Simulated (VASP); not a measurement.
## SiC (F-43m): a series in a change of volume

Strain engineering needs slopes: what does a change of volume do to the lattice and the band edges of SiC?

Program: VASP 6.6.1. Level of theory: LDA; plane waves and PAW (Si, C), in the first sound run; inputs show where later runs differ. Results are calculated unless marked as measured.

Report form: the programs' logs are mostly left out.

## Step 1: Set-up

It takes space group F-43m (No. 216, cubic). Conventional cell: a = 4.360 Å, b = 4.360 Å, c = 4.360 Å, α = 90.00°, β = 90.00°, γ = 90.00°. Si has 4 C at 1.89 Å nearest. Nearest to C lie 4 Si at 1.89 Å. Farther neighbours are not listed.

## Step 2: Relax the crystal, LDA

The series starts from the cell that this level prefers, so that zero strain is near zero stress.

This step took 2 runs in a row; the last is shown.

Level: LDA; plane waves and PAW (Si, C).

Contents of INCAR:

```
SYSTEM = SiC
PREC = Accurate
ENCUT = 600
EDIFF = 1E-07
NELM = 120
ISMEAR = 0
SIGMA = 0.02
LREAL = .FALSE.
ALGO = Normal
GGA = CA
NBANDS = 10
LORBIT = 11
LWAVE = .FALSE.
LCHARG = .FALSE.
KPAR = 16
IBRION = 2
NSW = 40
ISIF = 3
EDIFFG = -0.005
POTIM = 0.4
```

Contents of POSCAR:

```
SiC
1.0
    0.0000000000      2.1652404210      2.1652404210
    2.1652404210      0.0000000000      2.1652404210
    2.1652404210      2.1652404210      0.0000000000
Si C
1 1
Direct
    0.0000000000      0.0000000000      0.0000000000
    0.2500000000      0.2500000000      0.2500000000
```

Contents of KPOINTS:

```
Automatic mesh
0
Gamma
12 12 12
0 0 0
```

PAW data sets: Si and C (LDA family, release 64).

On the command line:

```
mpirun -np 16 vasp_std
```

It took 3.8 s on 16 MPI ranks of AMD EPYC 7R43, shared host; peak memory 1.7 GiB.

Numbers from this step:

* energy(sigma→0) of the program: -16.6448 eV
* stress, compression positive: xx, yy, zz 0.01, 0.01, 0.01 GPa
* volume: 20.302 Å³
* ionic steps: 1

## Step 3: Relax at fixed volume, LDA

One member in full: the volume is scaled by 0.94, and the cell is held.

Level: LDA; plane waves and PAW (Si, C).

Edit INCAR of step 2 so:

```diff
@@ -14,7 +14,8 @@
 LCHARG = .FALSE.
-KPAR = 16
+KPAR = 4
 IBRION = 2
 NSW = 40
-ISIF = 3
-EDIFFG = -0.005
+ISIF = 2
+EDIFFG = -0.004
 POTIM = 0.4
+MAXMIX = 40
```

Contents of POSCAR:

```
SiC
1.0
    0.0000000000      2.1210394384      2.1210394384
    2.1210394384      0.0000000000      2.1210394384
    2.1210394384      2.1210394384      0.0000000000
Si C
1 1
Direct
    0.0000000000      0.0000000000      0.0000000000
    0.2500000000      0.2500000000      0.2500000000
```

KPOINTS is that of step 2.

On the command line:

```
mpirun -np 4 vasp_std
```

It took 7.8 s on 4 MPI ranks; peak memory 0.41 GiB.

Numbers from this step:

| Property | Result |
| --- | --- |
| energy(sigma→0) of the program | -16.5854 eV |
| stress, compression positive | xx, yy, zz 15.97, 15.97, 15.97 GPa |
| ionic steps | 1 |

## Step 4: Dielectric response, LDA

Linear response gives the dielectric tensors, Born charges and zone-centre modes.

Level: LDA; plane waves and PAW (Si, C).

Contents of INCAR:

```
SYSTEM = SiC
PREC = Accurate
ENCUT = 600
EDIFF = 1E-08
NELM = 120
ISMEAR = 0
SIGMA = 0.02
LREAL = .FALSE.
ALGO = Normal
GGA = CA
NBANDS = 10
LWAVE = .FALSE.
LCHARG = .FALSE.
KPAR = 4
LEPSILON = .TRUE.
IBRION = 8
NSW = 1
```

POSCAR is that of step 3.

Contents of KPOINTS:

```
Automatic mesh
0
Gamma
13 13 13
0 0 0
```

On the command line:

```
mpirun -np 4 vasp_std
```

Run time: 2.9 min. Hardware: 4 MPI ranks; peak memory 1 GiB; 11 min of CPU time.

This run gave:

| Property | Result |
| --- | --- |
| ε∞, diagonal | 6.80, 6.80, 6.80 |

## Step 5: Band edges, TB-mBJ

Short lines in KPOINTS_OPT sample the zone centre, for masses, and the other valleys.

Level: TB-mBJ; plane waves and PAW (Si, C).

TB-mBJ has no energy functional, so the total energy, stress and pressure in this output mean nothing.

Contents of INCAR:

```
SYSTEM = SiC
PREC = Accurate
ENCUT = 600
EDIFF = 1E-06
NELM = 150
ISMEAR = 0
SIGMA = 0.02
LREAL = .FALSE.
ALGO = Normal
METAGGA = MBJ
LASPH = .TRUE.
NBANDS = 9
LWAVE = .FALSE.
LCHARG = .FALSE.
KPAR = 4
```

POSCAR is that of step 4.

Contents of KPOINTS:

```
Automatic mesh
0
Gamma
9 9 9
0 0 0
```

Contents of KPOINTS_OPT:

```
Line mode
6
Line-mode
Reciprocal
  0.00000000   0.00000000   0.00000000
  0.01687870   0.01687870   0.00000000

  0.00000000   0.00000000   0.00000000
  0.00000000  -0.01687870  -0.01687870

  0.31000000   0.31000000   0.00000000
  0.50000000   0.50000000   0.00000000

  0.00000000   0.31000000   0.31000000
  0.00000000   0.50000000   0.50000000

  0.45000000   0.45000000   0.45000000
  0.50000000   0.50000000   0.50000000

  0.45000000   0.00000000   0.00000000
  0.50000000   0.00000000   0.00000000

  0.42500000   0.42500000   0.00000000
  0.42500000   0.44187870   0.01687870

  0.50000000   0.50000000   0.50000000
  0.48806496   0.51193504   0.50000000
```

On the command line:

```
mpirun -np 4 vasp_std
```

It took 17 s on 4 MPI ranks; peak memory 0.44 GiB.

## Step 6: Band edges, r2SCAN

Level: r2SCAN; plane waves and PAW (Si, C).

Edit INCAR of step 5 so:

```diff
@@ -4,3 +4,3 @@
 EDIFF = 1E-06
-NELM = 150
+NELM = 100
 ISMEAR = 0
@@ -9,3 +9,3 @@
 ALGO = Normal
-METAGGA = MBJ
+METAGGA = R2SCAN
 LASPH = .TRUE.
```

POSCAR is that of step 5.

KPOINTS is that of step 5.

KPOINTS_OPT is that of step 5.

On the command line:

```
mpirun -np 4 vasp_std
```

Wall time 24 s (4 MPI ranks); peak memory 0.42 GiB; 91 s of CPU time.

This run gave:

* energy(sigma→0) of the program: -59.3390 eV
* stress, compression positive: xx, yy, zz 19.01, 19.01, 19.01 GPa

The run ends at a pressure of 19.01 GPa.

## Step 7: Band edges, HSE06

Level: HSE06; plane waves and PAW (Si, C).

Edit INCAR of step 6 so:

```diff
@@ -9,5 +9,9 @@
 ALGO = Normal
-METAGGA = R2SCAN
+LHFCALC = .TRUE.
+AEXX = 0.25
+GGA = PE
+HFSCREEN = 0.2
 LASPH = .TRUE.
 NBANDS = 9
+PRECFOCK = Fast
 LWAVE = .FALSE.
```

POSCAR is that of step 6.

Contents of KPOINTS:

```
Automatic mesh
0
Gamma
6 6 6
0 0 0
```

KPOINTS_OPT is that of step 6.

On the command line:

```
mpirun -np 4 vasp_std
```

Wall time 3.5 min (4 MPI ranks); peak memory 0.87 GiB; 14 min of CPU time.

Read from the output:

| Item | Value |
| --- | --- |
| energy(sigma→0) of the program | -17.4653 eV |

## Step 8: All members

LASPH is off in runs at LDA and on in runs at HSE06, TB-mBJ and r2SCAN.

Hybrid runs start from orbitals of a short LDA run, not shown.

Runs beyond LDA use the data sets made with LDA; this shifts their levels slightly, and their total energies have another zero (at TB-mBJ, which has no energy functional, they mean nothing).

The other members went through these steps as far as the tables show, with the same cutoff and, step by step, the same mesh; 50 runs are not shown. The session took 5.2 core hours (wall time by ranks) on a shared machine.

The dielectric columns come from linear-response runs at LDA, run where the gap exceeds a picked 1.2 eV, on a mesh of 13×13×13.

| volume over the relaxed volume | volume (Å³/atom) | pressure (GPa) | energy above the unstrained row (meV/atom) | gap on the mesh, LDA (eV) | ε∞ (mean) | static ε (mean) | largest Born charge, mean of the diagonal (e) | lowest optical mode (cm⁻¹) | highest mode without LO–TO splitting (cm⁻¹) |
| --- | --- | --- | --- | --- | --- | --- | --- | --- | --- |
| 0.940 | 9.542 | 15.970 | 29.699 | 1.232 | 6.802 | 9.991 | 2.756 | 854.345 | 854.345 |
| 0.955 | 9.694 | 11.533 | 16.447 | 1.248 | 6.833 | 10.062 | 2.746 | 839.262 | 839.262 |
| 0.970 | 9.847 | 7.408 | 7.262 | 1.262 | 6.867 | 10.133 | 2.735 | 824.663 | 824.663 |
| 0.985 | 9.999 | 3.573 | 1.874 | 1.276 | 6.901 | 10.206 | 2.724 | 810.509 | 810.509 |
| 1 | 10.151 | 0.009 | 0.000 | 1.289 | 6.938 | 10.279 | 2.713 | 796.792 | 796.792 |
| 1.015 | 10.303 | -3.306 | 1.406 | 1.302 | 6.976 | 10.353 | 2.703 | 783.526 | 783.526 |
| 1.030 | 10.456 | -6.387 | 5.846 | 1.314 | 7.015 | 10.429 | 2.692 | 770.615 | 770.615 |
| 1.045 | 10.608 | -9.251 | 13.114 | 1.326 | 7.057 | 10.505 | 2.681 | 758.158 | 758.158 |
| 1.060 | 10.760 | -11.913 | 23.019 | 1.337 | 7.099 | 10.583 | 2.671 | 746.072 | 746.072 |

A cubic of the pressure in ln(V/V₀) through all rows has the slope −B at V₀: B = 229 GPa, and its curvature gives B′ = 3.9.

Band edges at TB-mBJ, counted from the valence-band top at Γ:

| volume over the relaxed volume | gap (eV) | conduction band at Γ (eV) | Δ or X valley along z (eV) | lowest conduction level at L, [111] (eV) | second valence level below the top (eV) | third valence level below the top (eV) |
| --- | --- | --- | --- | --- | --- | --- |
| 0.940 | 2.286 | 7.957 | 2.286 | 6.931 | 0.000 | 0.000 |
| 0.955 | 2.299 | 7.770 | 2.299 | 6.782 | 0.000 | 0.000 |
| 0.970 | 2.311 | 7.586 | 2.311 | 6.637 | 0.000 | 0.000 |
| 0.985 | 2.323 | 7.404 | 2.323 | 6.494 | 0.000 | 0.000 |
| 1 | 2.334 | 7.226 | 2.334 | 6.355 | 0.000 | 0.000 |
| 1.015 | 2.345 | 7.052 | 2.345 | 6.220 | 0.000 | 0.000 |
| 1.030 | 2.356 | 6.880 | 2.356 | 6.088 | 0.000 | 0.000 |
| 1.045 | 2.365 | 6.710 | 2.365 | 5.958 | 0.000 | 0.000 |
| 1.060 | 2.374 | 6.544 | 2.374 | 5.831 | 0.000 | 0.000 |

Band edges at r2SCAN, counted from the valence-band top at Γ:

| volume over the relaxed volume | gap (eV) | conduction band at Γ (eV) | Δ or X valley along z (eV) | lowest conduction level at L, [111] (eV) | second valence level below the top (eV) | third valence level below the top (eV) |
| --- | --- | --- | --- | --- | --- | --- |
| 0.940 | 1.671 | 7.876 | 1.671 | 6.785 | 0.000 | 0.000 |
| 0.955 | 1.683 | 7.673 | 1.683 | 6.625 | 0.000 | 0.000 |
| 0.970 | 1.694 | 7.473 | 1.694 | 6.469 | 0.000 | 0.000 |
| 0.985 | 1.705 | 7.277 | 1.705 | 6.317 | 0.000 | 0.000 |
| 1 | 1.715 | 7.085 | 1.715 | 6.168 | 0.000 | 0.000 |
| 1.015 | 1.725 | 6.897 | 1.725 | 6.023 | 0.000 | 0.000 |
| 1.030 | 1.735 | 6.711 | 1.735 | 5.881 | 0.000 | 0.000 |
| 1.045 | 1.743 | 6.529 | 1.743 | 5.742 | 0.000 | 0.000 |
| 1.060 | 1.752 | 6.350 | 1.752 | 5.606 | 0.000 | 0.000 |

Band edges at HSE06, counted from the valence-band top at Γ, with one row partly withheld:

| volume over the relaxed volume | gap (eV) | conduction band at Γ (eV) | Δ or X valley along z (eV) | lowest conduction level at L, [111] (eV) | second valence level below the top (eV) | third valence level below the top (eV) |
| --- | --- | --- | --- | --- | --- | --- |
| 0.940 | 2.202 | 8.593 | 2.202 | 7.461 | 0.000 | 0.000 |
| 0.955 | 2.213 | 8.390 | 2.213 | 7.299 | 0.000 | 0.000 |
| 0.970 | 2.224 | 8.192 | 2.224 | 7.140 | 0.000 | 0.000 |
| 0.985 | 2.234 | 7.996 | 2.234 | 6.985 | 0.000 | 0.000 |
| 1 | 2.243 | 7.805 | 2.243 | 6.834 | 0.000 | 0.000 |
| 1.015 | 2.253 | 7.616 | 2.253 | 6.687 | 0.000 | 0.000 |
| 1.030 | ? | 7.431 | ? | 6.542 | 0.000 | 0.000 |
| 1.045 | 2.270 | 7.248 | 2.270 | 6.401 | 0.000 | 0.000 |
| 1.060 | 2.278 | 7.069 | 2.278 | 6.262 | 0.000 | 0.000 |

## Step 9: Fit and prediction

The quantity to fit is the Δ or X valley above the valence top at HSE06: 2.202, 2.213, 2.224, 2.234, 2.243, 2.253, 2.270, 2.278 eV in the rows shown.

A least-squares parabola through the 8 rows shown, with u the logarithm of the volume ratio: E = − 0.7207 u² + 0.6276 u + 2.244 (eV), r.m.s. residual 1.2e-4 eV.

For the withheld row, u = 0.02956, the fit gives 2.2615 eV.

## Step 10: Prediction against calculation

The calculation gives 2.2618 eV, so the prediction is 0.0003 eV too low.

## Step 11: Results

- bulk modulus: 229 GPa
- gap of the unstrained cell, TB-mBJ: 2.33 eV
- gap of the unstrained cell, r2SCAN: 1.72 eV
- gap of the unstrained cell, HSE06: 2.24 eV
- dE/d ln V of the Δ or X valley above the valence top, HSE06: 0.63 eV
- error of the predicted row: -0.3 meV

In words: The slope of the energy gives 0.21 GPa at the relaxed volume where the pressure column has 0.01 GPa, a mark of the finite basis. The electronic dielectric constant goes from 6.80 at 0.94 to 7.10 at 1.06 of the relaxed volume; d ln / d ln V = 0.36. The static dielectric constant goes from 9.99 at 0.94 to 10.6 at 1.06 of the relaxed volume; d ln / d ln V = 0.48. The highest mode without LO–TO splitting (cm⁻¹) goes from 854 at 0.94 to 746 at 1.06 of the relaxed volume; d ln / d ln V = -1.13, a Grüneisen parameter of 1.13. At TB-mBJ the lowest conduction valley is Δ or X throughout, and the gap runs between 2.29 and 2.37 eV. At r2SCAN the lowest conduction valley is Δ or X throughout, and the gap runs between 1.67 and 1.75 eV. At HSE06 the lowest conduction valley is Δ or X throughout, and the gap runs between 2.20 and 2.28 eV. Hole masses are left out throughout, since the top bands are degenerate or cross in many series; of conduction masses, those of the Γ, L and (for Si and Ge under (001) strain) Δ valleys are kept where they change by under an eighth between rows. A measured gap of unstrained SiC is 2.39 eV (arxiv:2009.14696, band gap at cryogenic temperature, temperature not given); the static gaps here belong to the lattice relaxed at LDA. TB-mBJ is a potential fitted for gaps; it has no energy functional, so its total energies and forces mean nothing, and its bands tend to come out too narrow. r2SCAN opens gaps somewhat over GGA but leaves them below measured values as a rule. HSE06 ran on a coarser mesh than the semilocal levels. Spin-orbit coupling is left out at TB-mBJ, r2SCAN and HSE06, so the valence splittings there lack it. Δ or X levels are the lowest on their line, refined by a parabola unless they lie at X; the gap is read from all points sampled and can differ from the lowest valley by some meV, or by tens of meV where strain moves the valence top off Γ. Temperature, zero-point motion and excitons are left out.

[Lines on the potential files, build, host, timing and source positions are cut from VASP's logs without a mark.]

[Logs are printed without paths, hosts, clocks, repeated set-up lines and the standing remarks that a program may print on its own settings, such as how far it seeks lower states.]

[Hosts, paths, dates, database ids (printed as entryN), source tags and the programs' standing remarks are cut or masked in the printed files.]

[In band tables of VASP the shares of atoms and orbitals are scaled to a sum of 1 inside the atoms' spheres.]
